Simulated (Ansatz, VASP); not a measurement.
**One calculation of KI, two programs**

```xyz
2
Lattice="0.0000 3.5328 3.5328 3.5328 0.0000 3.5328 3.5328 3.5328 0.0000" Properties=species:S:1:pos:R:3 pbc="T T T"
I     3.5328    3.5328    3.5328
K     0.0000    0.0000    0.0000
```

Alike in both runs: task single point; functional PBEsol; k mesh 6 × 6 × 6; occupations fermi-dirac, width 0.05 eV; no spin polarisation.

```csv
,VASP,Ansatz
version,VASP 6.6.1,Ansatz 0.2.0
potentials or method,"VASP PAW PBE potentials, release 64 (I, K_sv), cutoff 520 eV",all-electron PAW datasets made for the crystal
```

|  | VASP | Ansatz | Ansatz less VASP |
| --- | --- | --- | --- |
| gap on the k mesh at the Fermi level (eV) | 3.81 | 3.82 | +0.005 |
| least direct gap on the mesh (eV) | 3.81 | 3.82 | +0.005 |
| pressure (GPa) | -0.2 | -0.3 | -0.04 |

Ansatz ran all-electron here, so the differences hold the error of VASP's frozen core and of both bases.

Caveats: spin-orbit coupling is left out, which moves the levels of the heavy elements; the PAW data sets were made with another functional, which shifts forces and pressure a little (VASP). A hybrid or GW would open this gap; PBEsol tends to underestimate it.
